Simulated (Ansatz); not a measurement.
Input, command and steps of an Ansatz relaxation.

```yaml
crystal:
  lattice:
    - [3.0636137572, 0.0, 0.0]
    - [-1.5318068786, 2.6531673411, 0.0]
    - [0.0, 0.0, 20.0154807263]
  atoms:
    - { symbol: Ti, position: [0.0, 0.0, 0.0] }
    - { symbol: C, position: [0.6666666667, 0.3333333333, 0.0625] }
    - { symbol: Ti, position: [0.3333333333, 0.6666666667, 0.125] }
    - { symbol: C, position: [0.6666666667, 0.3333333333, 0.1875] }
    - { symbol: Ti, position: [0.0, 0.0, 0.25] }
    - { symbol: C, position: [0.3333333333, 0.6666666667, 0.3125] }
    - { symbol: Ti, position: [0.6666666667, 0.3333333333, 0.375] }
    - { symbol: C, position: [0.3333333333, 0.6666666667, 0.4375] }
    - { symbol: Ti, position: [0.0, 0.0, 0.5] }
    - { symbol: C, position: [0.3333333333, 0.6666666667, 0.5625] }
    - { symbol: Ti, position: [0.6666666667, 0.3333333333, 0.625] }
    - { symbol: C, position: [0.3333333333, 0.6666666667, 0.6875] }
    - { symbol: Ti, position: [0.0, 0.0, 0.75] }
    - { symbol: C, position: [0.6666666667, 0.3333333333, 0.8125] }
    - { symbol: Ti, position: [0.3333333333, 0.6666666667, 0.875] }
    - { symbol: C, position: [0.6666666667, 0.3333333333, 0.9375] }
basis:
  ecutwfc: 420
kpoints:
  mp_grid: { grid: [12, 12, 3] }
hamiltonian:
  xc: pbe
scf:
  occupations: { method: gaussian, width: 0.1 }
output:
  forces: true
  stress: true
  eigenvalues: true
  populations: true
relax:
  adjacent_minimum: "off"
  f_tol: 0.01
  max_steps: 45
  cell: { stress_tol: 0.05 }
```

```bash
ansatz run input.yaml --threads 1 --pin off --max-ram 2560MiB --backend cpu --events-out ev --progress --plain --runs-dir out
```

Level of theory: DFT PBE, scalar-relativistic, plane waves, PAW in Ansatz 0.2.0.

Of 8 frames 8 are shown, positions in Å and forces in eV/Å; the SCF threshold varies from step to step. Steps run on the plane waves of an earlier cell, with a Pulay correction in the pressure. The basis is chosen afresh for the last frame, the zero of the energies, and can be on the way; energy and pressure step there, also at an unchanged geometry.

```xyz
16
Lattice="3.0636 0.0000 0.0000 -1.5318 2.6532 0.0000 0.0000 0.0000 20.0155" Properties=species:S:1:pos:R:3:forces:R:3 pbc="T T T" step=1 free_energy_over_end_meV_per_atom=17.54 pressure_GPa=0.91
Ti    0.0000    0.0000    0.0000    0.0000    0.0000    0.0000
C     1.5318    0.8844    1.2510    0.0000    0.0000   -0.0410
Ti    0.0000    1.7688    2.5019    0.0000    0.0000    0.0970
C     1.5318    0.8844    3.7529    0.0000    0.0000    0.0520
Ti    0.0000    0.0000    5.0039    0.0000    0.0000    0.0000
C     0.0000    1.7688    6.2548    0.0000    0.0000   -0.0520
Ti    1.5318    0.8844    7.5058    0.0000    0.0000   -0.0970
C     0.0000    1.7688    8.7568    0.0000    0.0000    0.0410
Ti    0.0000    0.0000   10.0077    0.0000    0.0000    0.0000
C     0.0000    1.7688   11.2587    0.0000    0.0000   -0.0410
Ti    1.5318    0.8844   12.5097    0.0000    0.0000    0.0970
C     0.0000    1.7688   13.7606    0.0000    0.0000    0.0520
Ti    0.0000    0.0000   15.0116    0.0000    0.0000    0.0000
C     1.5318    0.8844   16.2626    0.0000    0.0000   -0.0520
Ti    0.0000    1.7688   17.5135    0.0000    0.0000   -0.0970
C     1.5318    0.8844   18.7645    0.0000    0.0000    0.0410
16
Lattice="3.1457 0.0000 0.0000 -1.5729 2.7243 0.0000 0.0000 0.0000 19.0397" Properties=species:S:1:pos:R:3:forces:R:3 pbc="T T T" step=2 free_energy_over_end_meV_per_atom=3.23 pressure_GPa=-0.59
Ti    0.0000    0.0000    0.0000    0.0000    0.0000    0.0000
C     1.5729    0.9081    1.1934    0.0000    0.0000   -0.1120
Ti    0.0000    1.8162    2.3900    0.0000    0.0000   -0.0440
C     1.5729    0.9081    3.5803    0.0000    0.0000   -0.4550
Ti    0.0000    0.0000    4.7599    0.0000    0.0000    0.0000
C     0.0000    1.8162    5.9395    0.0000    0.0000    0.4550
Ti    1.5729    0.9081    7.1298    0.0000    0.0000    0.0440
C     0.0000    1.8162    8.3264    0.0000    0.0000    0.1120
Ti    0.0000    0.0000    9.5199    0.0000    0.0000    0.0000
C     0.0000    1.8162   10.7133    0.0000    0.0000   -0.1120
Ti    1.5729    0.9081   11.9099    0.0000    0.0000   -0.0440
C     0.0000    1.8162   13.1002    0.0000    0.0000   -0.4550
Ti    0.0000    0.0000   14.2798    0.0000    0.0000    0.0000
C     1.5729    0.9081   15.4594    0.0000    0.0000    0.4550
Ti    0.0000    1.8162   16.6497    0.0000    0.0000    0.0440
C     1.5729    0.9081   17.8463    0.0000    0.0000    0.1120
16
Lattice="3.1331 0.0000 0.0000 -1.5666 2.7134 0.0000 0.0000 0.0000 19.1777" Properties=species:S:1:pos:R:3:forces:R:3 pbc="T T T" step=3 free_energy_over_end_meV_per_atom=1.02 pressure_GPa=-0.29
Ti    0.0000    0.0000    0.0000    0.0000    0.0000    0.0000
C     1.5666    0.9045    1.1930    0.0000    0.0000   -0.0910
Ti    0.0000    1.8089    2.3939    0.0000    0.0000    0.1050
C     1.5666    0.9045    3.5888    0.0000    0.0000   -0.2040
Ti    0.0000    0.0000    4.7944    0.0000    0.0000    0.0000
C     0.0000    1.8089    6.0001    0.0000    0.0000    0.2040
Ti    1.5666    0.9045    7.1949    0.0000    0.0000   -0.1050
C     0.0000    1.8089    8.3958    0.0000    0.0000    0.0910
Ti    0.0000    0.0000    9.5888    0.0000    0.0000    0.0000
C     0.0000    1.8089   10.7819    0.0000    0.0000   -0.0910
Ti    1.5666    0.9045   11.9828    0.0000    0.0000    0.1050
C     0.0000    1.8089   13.1776    0.0000    0.0000   -0.2040
Ti    0.0000    0.0000   14.3833    0.0000    0.0000    0.0000
C     1.5666    0.9045   15.5889    0.0000    0.0000    0.2040
Ti    0.0000    1.8089   16.7838    0.0000    0.0000   -0.1050
C     1.5666    0.9045   17.9847    0.0000    0.0000    0.0910
16
Lattice="3.1341 0.0000 0.0000 -1.5671 2.7142 0.0000 0.0000 0.0000 19.1446" Properties=species:S:1:pos:R:3:forces:R:3 pbc="T T T" step=4 free_energy_over_end_meV_per_atom=0.57 pressure_GPa=-0.05
Ti    0.0000    0.0000    0.0000    0.0000    0.0000    0.0000
C     1.5671    0.9047    1.1831    0.0000    0.0000   -0.0240
Ti    0.0000    1.8095    2.3916    0.0000    0.0000    0.0060
C     1.5671    0.9047    3.5756    0.0000    0.0000   -0.1150
Ti    0.0000    0.0000    4.7862    0.0000    0.0000    0.0000
C     0.0000    1.8095    5.9967    0.0000    0.0000    0.1150
Ti    1.5671    0.9047    7.1807    0.0000    0.0000   -0.0060
C     0.0000    1.8095    8.3892    0.0000    0.0000    0.0240
Ti    0.0000    0.0000    9.5723    0.0000    0.0000    0.0000
C     0.0000    1.8095   10.7554    0.0000    0.0000   -0.0240
Ti    1.5671    0.9047   11.9639    0.0000    0.0000    0.0060
C     0.0000    1.8095   13.1479    0.0000    0.0000   -0.1150
Ti    0.0000    0.0000   14.3585    0.0000    0.0000    0.0000
C     1.5671    0.9047   15.5690    0.0000    0.0000    0.1150
Ti    0.0000    1.8095   16.7530    0.0000    0.0000   -0.0060
C     1.5671    0.9047   17.9615    0.0000    0.0000    0.0240
16
Lattice="3.1363 0.0000 0.0000 -1.5682 2.7161 0.0000 0.0000 0.0000 19.1128" Properties=species:S:1:pos:R:3:forces:R:3 pbc="T T T" step=5 free_energy_over_end_meV_per_atom=0.39 pressure_GPa=-0.01
Ti    0.0000    0.0000    0.0000    0.0000    0.0000    0.0000
C     1.5682    0.9054    1.1752    0.0000    0.0000   -0.0030
Ti    0.0000    1.8108    2.3844    0.0000    0.0000   -0.0040
C     1.5682    0.9054    3.5594    0.0000    0.0000   -0.0010
Ti    0.0000    0.0000    4.7782    0.0000    0.0000    0.0000
C     0.0000    1.8108    5.9970    0.0000    0.0000    0.0010
Ti    1.5682    0.9054    7.1720    0.0000    0.0000    0.0040
C     0.0000    1.8108    8.3812    0.0000    0.0000    0.0030
Ti    0.0000    0.0000    9.5564    0.0000    0.0000    0.0000
C     0.0000    1.8108   10.7315    0.0000    0.0000   -0.0030
Ti    1.5682    0.9054   11.9408    0.0000    0.0000   -0.0040
C     0.0000    1.8108   13.1158    0.0000    0.0000   -0.0010
Ti    0.0000    0.0000   14.3346    0.0000    0.0000    0.0000
C     1.5682    0.9054   15.5534    0.0000    0.0000    0.0010
Ti    0.0000    1.8108   16.7284    0.0000    0.0000    0.0040
C     1.5682    0.9054   17.9376    0.0000    0.0000    0.0030
16
Lattice="3.1363 0.0000 0.0000 -1.5682 2.7161 0.0000 0.0000 0.0000 19.1128" Properties=species:S:1:pos:R:3:forces:R:3 pbc="T T T" step=6 free_energy_over_end_meV_per_atom=0.01 pressure_GPa=0.04
Ti    0.0000    0.0000    0.0000    0.0000    0.0000    0.0000
C     1.5682    0.9054    1.1752    0.0000    0.0000   -0.0030
Ti    0.0000    1.8108    2.3844    0.0000    0.0000   -0.0040
C     1.5682    0.9054    3.5594    0.0000    0.0000   -0.0010
Ti    0.0000    0.0000    4.7782    0.0000    0.0000    0.0000
C     0.0000    1.8108    5.9970    0.0000    0.0000    0.0010
Ti    1.5682    0.9054    7.1720    0.0000    0.0000    0.0040
C     0.0000    1.8108    8.3812    0.0000    0.0000    0.0030
Ti    0.0000    0.0000    9.5564    0.0000    0.0000    0.0000
C     0.0000    1.8108   10.7315    0.0000    0.0000   -0.0030
Ti    1.5682    0.9054   11.9408    0.0000    0.0000   -0.0040
C     0.0000    1.8108   13.1158    0.0000    0.0000   -0.0010
Ti    0.0000    0.0000   14.3346    0.0000    0.0000    0.0000
C     1.5682    0.9054   15.5534    0.0000    0.0000    0.0010
Ti    0.0000    1.8108   16.7284    0.0000    0.0000    0.0040
C     1.5682    0.9054   17.9376    0.0000    0.0000    0.0030
16
Lattice="3.1383 0.0000 0.0000 -1.5692 2.7179 0.0000 0.0000 0.0000 19.0894" Properties=species:S:1:pos:R:3:forces:R:3 pbc="T T T" step=7 free_energy_over_end_meV_per_atom=0.00 pressure_GPa=0.00
Ti    0.0000    0.0000    0.0000    0.0000    0.0000    0.0000
C     1.5692    0.9060    1.1725    0.0000    0.0000   -0.0010
Ti    0.0000    1.8119    2.3808    0.0000    0.0000   -0.0020
C     1.5692    0.9060    3.5539    0.0000    0.0000    0.0000
Ti    0.0000    0.0000    4.7724    0.0000    0.0000    0.0000
C     0.0000    1.8119    5.9909    0.0000    0.0000    0.0000
Ti    1.5692    0.9060    7.1640    0.0000    0.0000    0.0020
C     0.0000    1.8119    8.3722    0.0000    0.0000    0.0010
Ti    0.0000    0.0000    9.5447    0.0000    0.0000    0.0000
C     0.0000    1.8119   10.7172    0.0000    0.0000   -0.0010
Ti    1.5692    0.9060   11.9255    0.0000    0.0000   -0.0020
C     0.0000    1.8119   13.0986    0.0000    0.0000    0.0000
Ti    0.0000    0.0000   14.3171    0.0000    0.0000    0.0000
C     1.5692    0.9060   15.5356    0.0000    0.0000    0.0000
Ti    0.0000    1.8119   16.7087    0.0000    0.0000    0.0020
C     1.5692    0.9060   17.9170    0.0000    0.0000    0.0010
16
Lattice="3.1383 0.0000 0.0000 -1.5692 2.7179 0.0000 0.0000 0.0000 19.0894" Properties=species:S:1:pos:R:3:forces:R:3 pbc="T T T" step=8 free_energy_over_end_meV_per_atom=0.00 pressure_GPa=0.00
Ti    0.0000    0.0000    0.0000    0.0000    0.0000    0.0000
C     1.5692    0.9060    1.1725    0.0000    0.0000   -0.0010
Ti    0.0000    1.8119    2.3808    0.0000    0.0000   -0.0020
C     1.5692    0.9060    3.5539    0.0000    0.0000    0.0000
Ti    0.0000    0.0000    4.7724    0.0000    0.0000    0.0000
C     0.0000    1.8119    5.9909    0.0000    0.0000    0.0000
Ti    1.5692    0.9060    7.1640    0.0000    0.0000    0.0020
C     0.0000    1.8119    8.3722    0.0000    0.0000    0.0010
Ti    0.0000    0.0000    9.5447    0.0000    0.0000    0.0000
C     0.0000    1.8119   10.7172    0.0000    0.0000   -0.0010
Ti    1.5692    0.9060   11.9255    0.0000    0.0000   -0.0020
C     0.0000    1.8119   13.0986    0.0000    0.0000    0.0000
Ti    0.0000    0.0000   14.3171    0.0000    0.0000    0.0000
C     1.5692    0.9060   15.5356    0.0000    0.0000    0.0000
Ti    0.0000    1.8119   16.7087    0.0000    0.0000    0.0020
C     1.5692    0.9060   17.9170    0.0000    0.0000    0.0010
```

The run took 9.7 min on 1 thread of AMD EPYC (Zen 3), on a shared host, peak memory 0.69 GiB.